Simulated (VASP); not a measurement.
Write the native input for VASP 6.6.1 that does the following.

```
Task                   : relaxation of cell and atoms
Functional             : LDA
Potentials or basis    : VASP PAW LDA potentials, release 64 (Si, O)
Cutoff                 : 600 eV
k mesh                 : 6 × 6 × 4
Occupations            : gaussian, width 0.03 eV
Spin                   : no spin polarisation
Further INCAR settings : ALGO = Normal; EDIFF = 1e-06; IBRION = 2; EDIFFG = -0.01; NSW = 90; ISIF = 3
```

The structure of SiO2 (Cristobalite) lies in POSCAR:

```
SiO2
1.0
    4.9820000000      0.0000000000      0.0000000000
    0.0000000000      4.9820000000      0.0000000000
    0.0000000000      0.0000000000      6.9630000000
Si O
4 8
Direct
    0.2989700000      0.2989700000      0.0000000000
    0.2010300000      0.7989700000      0.2500000000
    0.7010300000      0.7010300000      0.5000000000
    0.7989700000      0.2010300000      0.7500000000
    0.2398900000      0.1034700000      0.1781300000
    0.3965300000      0.7398900000      0.4281300000
    0.7601100000      0.8965300000      0.6781300000
    0.6034700000      0.2601100000      0.9281300000
    0.7398900000      0.3965300000      0.5718700000
    0.8965300000      0.7601100000      0.3218700000
    0.2601100000      0.6034700000      0.0718700000
    0.1034700000      0.2398900000      0.8218700000
```

One way to write it, as run:

INCAR

```
SYSTEM = SiO2
PREC = Accurate ; ENCUT = 600
EDIFF = 1E-6 ; ISMEAR = 0
SIGMA = 0.03 ; LREAL = .False.
LASPH = .True. ; NELM = 80
ALGO = Normal ; ISIF = 3
LWAVE = .False. ; LCHARG = .False.
IBRION = 2 ; NSW = 90
EDIFFG = -0.01 ; KPAR = 4
```

KPOINTS

```
regular mesh
0
Gamma
  6 6 4
  0 0 0
```

Potentials or basis: VASP PAW LDA potentials, release 64 (Si, O).

Launch:

```sh
$ cat potpaw_LDA.64/Si/POTCAR potpaw_LDA.64/O/POTCAR > POTCAR
$ mpirun -np 4 vasp_std > vasp.out
```

Results of the run:

| Quantity | Value |
| --- | --- |
| Relaxed volume | 13.80 Å³/atom |
| Relaxed cell | a = 4.925 Å, b = 4.925 Å, c = 6.828 Å, α = 90.00°, β = 90.00°, γ = 90.00° |
| Space group after relaxing (to 0.05 Å) | P4_12_12 (No. 92) |
| Energy gained by relaxing | 1.1 meV/atom |
| Ionic steps | 35 |
| Pressure after relaxing | 0.0 GPa |
| Largest force after relaxing | 0.004 eV/Å |
| Band gap on the k mesh | 5.57 eV, direct |

It took 11 min on 4 MPI ranks on AMD EPYC 9R45 96-Core Processor (Zen 5), with other jobs on the host, peak memory 0.32 GiB a rank.
